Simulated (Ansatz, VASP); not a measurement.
Two plane-wave programs on GaP

File INCAR:

```
SYSTEM = GaP
PREC = Accurate
ENCUT = 520
EDIFF = 1E-7
ISMEAR = 0
SIGMA = 0.05
LREAL = .False.
LASPH = .True.
NELM = 100
ALGO = Normal
ISIF = 2
LWAVE = .False.
LCHARG = .False.
GGA = PE
NBANDS = 16
```

The input KPOINTS:

```
regular mesh
0
Gamma
  8 8 8
  0 0 0
```

POSCAR

```
GaP
1.0
    0.0000000000      2.7525368124      2.7525368124
    2.7525368124      0.0000000000      2.7525368124
    2.7525368124      2.7525368124      0.0000000000
Ga P
1 1
Direct
    0.0000000000      0.0000000000      0.0000000000
    0.7500000000      0.7500000000      0.7500000000
```

Input for Ansatz:

```yaml
crystal:
  lattice:
    - [0.0, 2.752536811, 2.752536811]
    - [2.752536811, 0.0, 2.752536811]
    - [2.752536811, 2.752536811, 0.0]
  atoms:
    - { symbol: Ga, position: [0.0, 0.0, 0.0] }
    - { symbol: P, position: [0.75, 0.75, 0.75] }
basis:
  ecutwfc: 420
kpoints:
  mp_grid: { grid: [8, 8, 8] }
hamiltonian:
  xc: pbe
scf:
  occupations: { method: gaussian, width: 0.05 }
output:
  forces: true
  stress: true
  eigenvalues: true
```

Alike in both runs: task single point; functional PBE; k mesh 8 × 8 × 8; occupations gaussian, width 0.05 eV; no spin polarisation.

|  | VASP | Ansatz |
| --- | --- | --- |
| version | VASP 6.6.1 | Ansatz 0.2.0 |
| potentials or method | VASP PAW PBE potentials, release 64 (Ga_d, P) | scalar-relativistic, plane waves, PAW |
| plane-wave cutoff (eV) | 520 | 420 |
| valence electrons in the cell | 18 | 18 |

```csv
,VASP,Ansatz,Ansatz less VASP
gap on the k mesh at the Fermi level (eV),1.58,1.58,+0.003
least direct gap on the mesh (eV),1.58,1.58,+0.003
pressure (GPa),0.0,0.0,+0.01
```

With one functional, cell and mesh, what is left measures potentials, basis and numerics.

A k mesh can miss the band edges. Expect the measured gap to be larger: semilocal functionals such as PBE lack the derivative discontinuity.
